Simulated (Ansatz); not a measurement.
# Cl: the cost of one run

Method: DFT PBE+D3(BJ), plane waves, PAW, scalar-relativistic, no spin polarisation, in Ansatz 0.2.0.

### 1 Starting point

The cell holds 20 atoms (Cl20): a = 8.772 Å, b = 8.772 Å, c = 8.772 Å, α = 90.00°, β = 90.00°, γ = 90.00°.

Its coordinates follow in the input file.

### 2 Preparing the start

The input, input.yaml:

```yaml
accuracy: low
crystal:
  lattice:
    - [8.772053, 0.0, 0.0]
    - [0.0, 8.772053, 0.0]
    - [0.0, 0.0, 8.772053]
  atoms:
    - { symbol: Cl, position: [0.2462042, -0.0753136, 0.000384] }
    - { symbol: Cl, position: [0.2017951, 0.1168644, 0.1181334] }
    - { symbol: Cl, position: [0.7494451, 0.4310279, 0.0290127] }
    - { symbol: Cl, position: [0.8143505, 0.5743, 0.1964339] }
    - { symbol: Cl, position: [0.0137027, 0.1666864, 0.5013414] }
    - { symbol: Cl, position: [0.2350625, 0.207735, 0.455687] }
    - { symbol: Cl, position: [0.6177055, 1.0091002, 0.7612637] }
    - { symbol: Cl, position: [0.57885, 0.8336835, 0.9044025] }
    - { symbol: Cl, position: [0.4775975, 0.679372, 0.4602531] }
    - { symbol: Cl, position: [0.2618455, 0.7000557, 0.3841428] }
    - { symbol: Cl, position: [0.9860813, 0.8542736, 0.7511019] }
    - { symbol: Cl, position: [0.8955478, 0.7109836, 0.5960498] }
    - { symbol: Cl, position: [0.2641636, 0.4047307, 0.8435457] }
    - { symbol: Cl, position: [0.0960313, 0.4507099, 0.9931682] }
    - { symbol: Cl, position: [0.6415634, 0.0869995, 0.1782379] }
    - { symbol: Cl, position: [0.5962576, 0.0711561, 0.402884] }
    - { symbol: Cl, position: [0.7126594, 0.3814625, 0.6870638] }
    - { symbol: Cl, position: [0.843154, 0.4165975, 0.5013053] }
    - { symbol: Cl, position: [0.8612094, 0.9087359, 0.054392] }
    - { symbol: Cl, position: [1.0295653, 0.7780454, 0.1400997] }
basis:
  ecutwfc: 420.0
kpoints:
  mp_grid: { grid: [1, 1, 1] }
hamiltonian:
  xc: pbe
  dispersion: d3bj
scf:
  occupations: { method: fermi_dirac, width: 0.05 }
  lower_state_search: "off"
relax:
  f_tol: 0.3
  max_steps: 15
  adjacent_minimum: "off"
```

Command:

```
$ ansatz run input.yaml --threads 1 --pin off --max-ram 3072MiB --backend cpu --events-out ev --progress --plain --runs-dir out
```

**Question.** How long does this run take on 1 thread of Intel Xeon Platinum 8259CL at 2.50GHz (Skylake/Cascade Lake), shared host, and how much memory does it need?

About 53 s, with a peak of 0.58 GiB.
